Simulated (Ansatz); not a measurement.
**TaN (Fm-3m): relaxing the cell for a phonon run**

Task: relax TaN (Fm-3m) tightly.

Program: Ansatz 0.2.0. Level of theory: DFT PBEsol, scalar-relativistic, plane waves, PAW; PAW set soft_1. Results are calculated unless marked as measured.

## (1) The structure

Symmetry: Fm-3m, No. 225, cubic system. Conventional cell: a = 4.358 Å, b = 4.358 Å, c = 4.358 Å, α = 90.00°, β = 90.00°, γ = 90.00°. Nearest to Ta lie 6 N at 2.18 Å. Nearest to N lie 6 Ta at 2.18 Å. Farther neighbours and most contacts between anions are not listed.

## (2) Probe on a coarse mesh

First a cheap look: the gap decides the mesh and the occupations, the pressure tells how far the cell has to move.

Input file input.yaml:

```yaml
crystal:
  lattice:
    - [0.0, 2.179, 2.179]
    - [2.179, 0.0, 2.179]
    - [2.179, 2.179, 0.0]
  atoms:
    - { symbol: Ta, position: [0.5, 0.5, 0.5] }
    - { symbol: "N", position: [0.0, 0.0, 0.0] }
kpoints:
  mp_grid: { grid: [8, 8, 8] }
hamiltonian:
  xc: pbesol
  pseudopotentials: { kind: paw, azcp: { folder: soft_1 }, xc_functional: pbe }
scf:
  occupations: { method: gaussian, width: 0.1 }
output:
  forces: true
  stress: true
  eigenvalues: true
```

The run is started by

```console
$ ansatz run input.yaml --threads 4 --pin off --max-ram 10240MiB --backend cpu --events-out ev --progress --plain --runs-dir out
```

Numbers of over 12 decimals in the logs are rounded to 6 here.

Output:

```text
Engine: ansatz 0.2.0, aarch64-unknown-linux-gnu
Pseudopotentials: kind: paw
Pseudopotential: Ta, paw, valence charge 13, recommended cutoff 420 eV (normal), soft_1/Ta.paw.azcp
Pseudopotential: N, paw, valence charge 5, recommended cutoff 420 eV (normal), soft_1/N.paw.azcp
Functional definition: PBEsol
  exchange = pbesol_x
  correlation = pbesol_c
Crystal: 2 atoms, lattice volume = 20.692 Å³
[...]
k-point 0: bands = [... 5 lower, 18.1708, 18.1708, 18.1708, 19.8676, 19.8676, 19.8676, 22.1145, 22.1145, ... 4 higher]
  k-point 1: bands = [... 5 lower, 16.5903, 17.0808, 17.0808, 20.4136, 20.4136, 20.4589, 23.5169, 23.5169, ... 4 higher]
  k-point 2: bands = [... 5 lower, 14.2486, 15.6059, 15.6059, 21.2595, 21.6512, 21.6512, 26.1236, 26.1236, ... 4 higher]
  k-point 28: bands = [... 5 lower, 14.4258, 15.1781, 15.1781, 21.8654, 21.8654, 25.8237, 26.3945, 26.7798, ... 4 higher]
[key lines of the parts left out:]
SCF converged after 6 iterations
Free energy (F): -10187.954621 eV
Fermi energy:    22.109902 eV
P = ⅓ Tr σ = 4.3856 GPa (43.856 kbar)
```

It took 0.49 s on 4 threads of Arm Neoverse V1, shared host; peak memory 0.27 GiB.

This step gave:

| Property | Result |
| --- | --- |
| pressure | 4.386 GPa |
| volume per atom | 10.35 Å³ |
| gap on the k-mesh | 0 eV |

The coarse mesh shows no gap and a pressure of 4.4 GPa.

## (3) Bringing the structure to rest

Harmonic phonons are second derivatives at a point where the forces vanish, and they are wanted at zero stress, so atoms and cell are relaxed first.

input.yaml, the sections that differ from step 2:

```yaml
kpoints:
  mp_grid: { grid: [16, 16, 16] }
output:
  forces: true
  stress: true
  eigenvalues: true
  write_density: true
  write_potential: true
  elf: true
  volumetric_format: npy
relax:
  adjacent_minimum: "off"
  f_tol: 0.005
  max_steps: 80
  cell: { stress_tol: 0.05 }
# crystal, hamiltonian, scf: as in step 2
```

Output:

```text
[...]
Crystal: 2 atoms, lattice volume = 20.692 Å³
Basis set: ecut = 420 eV, 411 PW (Γ), exchange–correlation on 48×48×48 points (8 copies of the dense FFT grid, shifted against one another)
Bands: 13, of which v1, the nominal top of the filled ones, is band 9 counted from 1 (8 counted from 0)
Symmetry: 48 space group operations
[...]
k-points: 145 of 4096
[...]
SCF iter   1: F=—  HF=-10188.073487 eV  |F-HF|=—  |Δ(HF+E_count)|=         —  Δρ=4.94e-2  dr2=4.99e-1  ethr=3.10e-3  ⟨swp⟩=5.1  Hψ=19824  notcnv=0  defer=1
[...]
SCF iter   6: F=-10187.978716 eV  HF=-10187.978716 eV  |F-HF|=2.32e-9  |Δ(HF+E_count)|=   6.92e-8  Δρ=4.58e-6  dr2=3.08e-9  ethr=5.56e-10  ⟨swp⟩=11.6  Hψ=15092  notcnv=0
SCF 1 converged in 6 iterations: F = -10187.978716 eV  dr2 = 3.08e-9
[...]
relax step   1: F+E_penalty+E_count = -10187.97871593 eV  Δ(F+E_penalty+E_count) = +0.000e0 eV  max|allowed force component| = 1.341e-29 eV/Å  Δτ_max = 0.0000 Å  P = +4.236 GPa  Ω = 20.692 Å³  (6 SCF iters, dr2 threshold 1.00e-7 eV, accepted)
Crystal: 2 atoms, lattice volume = 21.021 Å³
Bands: 17, of which v1, the nominal top of the filled ones, is band 9 counted from 1 (8 counted from 0)
[...]
iter 1 solved again at ethr=8.97e-6 eV; its pass at ethr=3.10e-3 eV (dr2=1.61e-3 eV) is discarded
[...]
SCF iter   6: F=-10187.980776 eV  HF=-10187.980776 eV  |F-HF|=3.64e-12  |Δ(HF+E_count)|=  1.27e-11  Δρ=2.40e-7  dr2=8.62e-12  ethr=2.56e-12  ⟨swp⟩=4.1  Hψ=10120  notcnv=0
SCF 2 converged in 6 iterations: F = -10187.980776 eV  dr2 = 8.62e-12
relax step   2: F+E_penalty+E_count = -10187.98077636 eV  Δ(F+E_penalty+E_count) = -2.060e-3 eV  max|allowed force component| = 1.062e-29 eV/Å  Δτ_max = 0.0000 Å  P = -1.541 GPa  Ω = 21.021 Å³  energy of the carried Pulay correction = -6.216e-4 eV  (6 SCF iters, dr2 threshold 2.00e-7 eV, accepted)
Crystal: 2 atoms, lattice volume = 20.932 Å³
[...]
SCF iter   6: F=-10187.981379 eV  HF=-10187.981379 eV  |F-HF|=1.82e-12  |Δ(HF+E_count)|=  1.82e-12  Δρ=6.18e-8  dr2=5.59e-13  ethr=1.00e-12  ⟨swp⟩=4.0  Hψ=8988  notcnv=0
SCF 3 converged in 6 iterations: F = -10187.981379 eV  dr2 = 5.59e-13
relax step   3: F+E_penalty+E_count = -10187.98137931 eV  Δ(F+E_penalty+E_count) = -6.029e-4 eV  max|allowed force component| = 5.838e-29 eV/Å  Δτ_max = 0.0000 Å  P = -0.030 GPa  Ω = 20.932 Å³  energy of the carried Pulay correction = -4.549e-4 eV  (6 SCF iters, dr2 threshold 2.00e-7 eV, accepted)
[...]
SCF iter   8: F=-10187.981853 eV  HF=-10187.981853 eV  |F-HF|=5.46e-12  |Δ(HF+E_count)|=  1.82e-12  Δρ=5.96e-11  dr2=7.77e-19  ethr=1.00e-12  ⟨swp⟩=1.1  Hψ=5522  notcnv=0
SCF 4 converged in 8 iterations: F = -10187.981853 eV  dr2 = 7.77e-19
relax step   4: F+E_penalty+E_count = -10187.98185303 eV  Δ(F+E_penalty+E_count) = -4.737e-4 eV  max|allowed force component| = 5.469e-29 eV/Å  Δτ_max = 0.0000 Å  P = +0.008 GPa  Ω = 20.932 Å³  stress off target by 8.25e-3 GPa  SCF on the basis re-selected at this cell (its energy is not comparable with the rows above)  (8 SCF iters)
basis re-selected at this cell: Δ(F+E_penalty+E_count) = -4.737e-4 eV, ΔP = +0.038 GPa vs the last step (what re-selecting the basis moved, of the pressure what is left beyond the Pulay correction that the steps carried, after the strain that the cell walked since its last selection, with what the two solves' SCF thresholds leave and, on support functions, any second-order correction that the steps lacked; it is no m [...]
SCF converged after 8 iterations
Free energy (F): -10187.981853 eV
[...]
Internal energy: -10187.976229 eV  (E = F + TS)
E sigma→0 (E₀):  -10187.979041 eV
Entropy (-TS):   -0.005624 eV (-2.812 meV/atom)
Fermi energy:    21.773637 eV
[...]
--- Stress (GPa, compression-positive) ---
        0.008249      -0.000000      -0.000000
       -0.000000       0.008249      -0.000000
       -0.000000      -0.000000       0.008249
  P = ⅓ Tr σ = 0.0082 GPa (0.082 kbar)
--- Band table (eV; the first three rows and the last of 145) ---
  k-point 0: bands = [... 5 lower, 17.9266, 17.9266, 17.9266, 19.6248, 19.6248, 19.6248, 21.8338, 21.8338, ... 4 higher]
  k-point 1: bands = [... 5 lower, 17.4075, 17.5759, 17.5759, 19.7867, 19.7867, 19.8588, 22.2368, 22.2368, ... 4 higher]
  k-point 2: bands = [... 5 lower, 16.3580, 16.8532, 16.8532, 20.1626, 20.1626, 20.2033, 23.2145, 23.2145, ... 4 higher]
  k-point 144: bands = [... 5 lower, 14.2218, 14.9458, 14.9458, 21.5924, 21.5924, 25.4774, 26.0133, 26.4137, ... 4 higher]
--- Relaxed structure (3 steps of the walk, 3 accepted, 1 SCFs on fresh bases) ---
  F+E_penalty+E_count = -10187.98185303 eV   max|allowed force component| = 5.469e-29 eV/Å   (the final SCF, on the basis selected at the relaxed cell)
  cell:  # Å, volume = 20.9320 Å³
    - [0, 2.187394, 2.187394]
    - [2.187394, 0, 2.187394]
    - [2.187394, 2.187394, 0]
  atoms:
    - { symbol: Ta, position: [0.500000, 0.500000, 0.500000] }
    - { symbol: N, position: [0, 0, 0] }
```

Elapsed: 4 s, on 4 threads; peak memory 0.39 GiB.

The steps of the relaxation:

| step | energy less that of the first step (eV) | largest force component (eV/Å) | pressure (GPa) | volume (Å³) |
| --- | --- | --- | --- | --- |
| 1 | 0.0000 | 0.0000 | 4.24 | 20.69 |
| 2 | -0.0021 | 0.0000 | -1.54 | 21.02 |
| 3 | -0.0027 | 0.0000 | -0.03 | 20.93 |
| 4* | -0.0031 | 0.0000 | 0.01 | 20.93 |

Relaxation steps marked * repeat the geometry before them on a plane-wave basis chosen anew for their cell, so energy and pressure can jump there.

Forces are held to the 48 operations that the run works with; a distortion that breaks them can't arise in this run.

| conventional cell, symmetrised | before | after | change |
| --- | --- | --- | --- |
| a (Å) | 4.358 | 4.375 | +0.4 % |
| b (Å) | 4.358 | 4.375 | +0.4 % |
| c (Å) | 4.358 | 4.375 | +0.4 % |
| volume (Å³/atom) | 10.35 | 10.47 | +1.2 % |

The relaxed structure:

```xyz
2
Lattice="0.0000 2.1874 2.1874 2.1874 0.0000 2.1874 2.1874 2.1874 0.0000" Properties=species:S:1:pos:R:3 pbc="T T T"
Ta    2.1874    2.1874    2.1874
N     0.0000    0.0000    0.0000
```

This step gave:

| Property | Result |
| --- | --- |
| pressure | 0.008249 GPa |
| volume per atom | 10.47 Å³ |

ELF in the ac plane of the conventional cell at fractional y = 0.000, with atoms of Ta and N within 0.2 Å of it. It is the smooth field of the valence electrons, not physical close to the nuclei.

Ten even steps from '_' (0.17) to '@' (0.76), each cell a mean:
```
--%%@@::--%%++--%%**..++@@++
@@@@##::..**%%%%%%==__==@@@@
**++--..__..----::____::==++
....____..::::::::....____..
**++::__--##@@@@%%**..__==**
**@@++..++@@%%##@@%%::::%%%%
__****..**@@--__##@@::--%%--
--%%**..++@@++--%%@@::--%%++
%%%%==__==@@@@@@@@##::..**%%
--::____::==++**++--..__..--
::::....____......____..::::
@@%%**..__==****++::__--##@@
##@@%%::::%%%%**@@++..++@@%%
__##@@::--%%--__****..**@@--
```
Columns run along a (4.4 Å), rows up along c (4.4 Å), edges of the conventional cell, whose origin can differ from the input's. Atoms in or near the plane, at fractional coordinates: Ta at (0.50, 0.00), Ta at (0.00, 0.50), N at (0.00, 0.00), N at (0.50, 0.50).

Electrostatic potential energy in the ac plane of the conventional cell at fractional y = 0.000, with atoms of Ta and N within 0.2 Å of it. With pseudopotentials it is smooth inside the atoms' cores, unlike the true potential.

Values in eV, 14 rows by 14 columns, each cell a mean:
```
-33 -17   8  13  -2 -26 -41 -44 -36 -15   7  14  -3 -27
 -8   4  17  16   7 -11 -26 -29 -20  -2  12  18  12  -3
 13  16  18  18  14   7  -2  -4   2  11  17  19  18  14
  5   9  15  18  18  16  13  12  14  17  18  17  12   7
-18 -10   4  15  18  17   8   5  12  18  17  11  -2 -15
-39 -30 -10   9  16   4 -17 -23  -8  12  14   2 -20 -36
-44 -39 -18   5  13  -8 -33 -38 -23   5  12  -4 -29 -44
-44 -36 -15   7  14  -3 -27 -33 -17   8  13  -2 -26 -41
-29 -20  -2  12  18  12  -3  -8   4  17  16   7 -11 -26
 -4   2  11  17  19  18  14  13  16  18  18  14   7  -2
 12  14  17  18  17  12   7   5   9  15  18  18  16  13
  5  12  18  17  11  -2 -15 -18 -10   4  15  18  17   8
-23  -8  12  14   2 -20 -36 -39 -30 -10   9  16   4 -17
-38 -23   5  12  -4 -29 -44 -44 -39 -18   5  13  -8 -33
```
Columns run along a (4.4 Å; values clipped at the 3rd and 97th percentile), rows up along c (4.4 Å), edges of the conventional cell, whose origin can differ from the input's. Atoms in or near the plane, at fractional coordinates: Ta at (0.50, 0.00), Ta at (0.00, 0.50), N at (0.00, 0.00), N at (0.50, 0.50).

Valence density in the ac plane of the conventional cell at fractional y = 0.000, with atoms of Ta and N within 0.2 Å of it. It is the smooth field of the valence electrons, not physical close to the nuclei.

Ten even steps from '0' (0.3 e/Å³) to '9' (4.6 e/Å³), each cell a mean:
```
75101699940136
32000367510013
10000012100001
10000000000000
43100012100014
98300255310159
79411377520279
99401367510169
75100133200036
21000011000001
00000001000000
21000144310001
53101599830025
75202797941137
```
Columns run along a (4.4 Å), rows up along c (4.4 Å), edges of the conventional cell, whose origin can differ from the input's. Atoms in or near the plane, at fractional coordinates: Ta at (0.50, 0.00), Ta at (0.00, 0.50), N at (0.00, 0.00), N at (0.50, 0.50).

In this step the volume went from 10.35 to 10.47 Å³/atom.

## (4) Tight relaxation

Phonons need a cell at rest on their own settings, so the relaxation is repeated with tight tolerances on forces and stress, using the mesh and the filling of the phonon run that follows.

input.yaml, the sections that differ from step 3:

```yaml
crystal:
  lattice:
    - [0.0, 2.1873937018, 2.1873937018]
    - [2.1873937018, 0.0, 2.1873937018]
    - [2.1873937018, 2.1873937018, 0.0]
  atoms:
    - { symbol: Ta, position: [0.5, 0.5, 0.5] }
    - { symbol: "N", position: [0.0, 0.0, 0.0] }
scf:
  occupations: { method: methfessel_paxton, width: 0.2 }
output:
  forces: true
  stress: true
  eigenvalues: true
relax:
  adjacent_minimum: "off"
  f_tol: 0.001
  max_steps: 60
  cell: { stress_tol: 0.01 }
# kpoints, hamiltonian: as in step 3
```

Output:

```text
[...]
Crystal: 2 atoms, lattice volume = 20.932 Å³
Basis set: ecut = 420 eV, 411 PW (Γ), exchange–correlation on 48×48×48 points (8 copies of the dense FFT grid, shifted against one another)
Bands: 13, of which v1, the nominal top of the filled ones, is band 9 counted from 1 (8 counted from 0)
[... 1 set-up line as in the run before ...]
[...]
k-points: 145 of 4096
[...]
k-point 144: bands = [... 5 lower, 14.2220, 14.9459, 14.9459, 21.5923, 21.5923, 25.4771, 26.0131, 26.4135, ... 4 higher]
--- Relaxed structure (1 steps of the walk, 1 accepted, 1 SCFs on fresh bases) ---
[...]
cell:  # Å, volume = 20.9320 Å³
    - [0.0, 2.1873937018, 2.1873937018]
    - [2.1873937018, 0.0, 2.1873937018]
    - [2.1873937018, 2.1873937018, 0.0]
  atoms:
    - { symbol: Ta, position: [0.5, 0.5, 0.5] }
    - { symbol: N, position: [0.0, 0.0, 0.0] }
[key lines of the parts left out:]
SCF converged after 4 iterations
Free energy (F): -10187.980118 eV
Fermi energy:    21.773465 eV
P = ⅓ Tr σ = -0.0029 GPa (-0.029 kbar)
```

It took 2.2 s on 4 threads; peak memory 0.35 GiB.

Little changed from the start: no atom moved by 0.005 Å and no cell edge by 0.1 %.

This step gave:

| Quantity | Value |
| --- | --- |
| pressure | -0.002926 GPa |

The forces vanish by symmetry and the pressure is -0.003 GPa, within the tolerances set. The cell now holds 10.47 Å³/atom.

## (5) What came out

* space group after relaxation (within 0.01 Å): Fm-3m
* lattice constant a: 4.375 Å
* lattice constant b: 4.375 Å
* lattice constant c: 4.375 Å
* volume per atom: 10.5 Å³

The forces vanish by symmetry and the pressure is -0.003 GPa, within the tolerances set. The cell now holds 10.47 Å³/atom. The relaxation keeps the symmetry of its start, so it says nothing on stability against lower symmetry. Spin-orbit coupling is left out, which can matter for the heavy elements here. The PAW files were made for PBE and serve the other functionals too.

[Logs are printed without paths, hosts, clocks, repeated set-up lines and the standing remarks that a program may print on its own settings, such as how far it seeks lower states.]

[Hosts, paths, dates, database ids (printed as entryN), source tags and the programs' standing remarks are cut or masked in the printed files.]
